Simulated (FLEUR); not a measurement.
# TiCo3 under changes of volume

One of the cells (11.384 Å³/atom); the others are scaled copies at fixed shape and fractional positions:

```
Co Ti
1.0
     3.57100    0.00000    0.00000
     0.00000    3.57100    0.00000
     0.00000    0.00000    3.57100
Co Ti
3 1
Direct
  0.50000 0.50000 0.00000
  0.50000 0.00000 0.50000
  0.00000 0.50000 0.50000
  0.00000 0.00000 0.00000
```

| Quantity | Value |
| --- | --- |
| Program | FLEUR MaX-R8.1 (later development tree) |
| Functional | r2SCAN |
| Potentials or basis | all-electron |
| Basis | FLAPW |
| Kmax | 4.58 1/bohr |
| k mesh | 8 × 8 × 8 |
| Occupations | fermi-dirac, width 0.05 eV |
| Spin | collinear spin, ferromagnetic start |
| Starting moments | [2.0, 2.0, 2.0, 1.001] μB |

```csv
volume (Å³/atom),energy over the lowest point (meV/atom),moment (μB per cell)
10.701,?,?
10.929,22.30,2.88
11.384,0.00,2.89
11.840,2.34,2.89
12.067,11.03,2.89
```

**Question.** What does the run at 10.701 Å³/atom give?

**Answer.** Energy over the lowest point 44.46 meV/atom; moment 2.86 μB per cell.

Worked out: A Birch-Murnaghan fit of order 2 (a polynomial in V^(-2/3)) to the other rows has its minimum at 11.56 Å³/atom with B0 = V·E''(V) = 201 GPa. It gives 44.23 meV/atom at 10.701 Å³/atom, against the run's 44.46. A straight line through the other rows of the moment, of slope 0.00819 μB per Å³/atom, extrapolates to 2.88 μB, against the run's 2.86. The fit is too stiff a form for this range.

Energies are extrapolated to zero smearing.

Caveats: the meta-GGA is that of a development version, with a GGA for the radial functions and cores and without core tails.
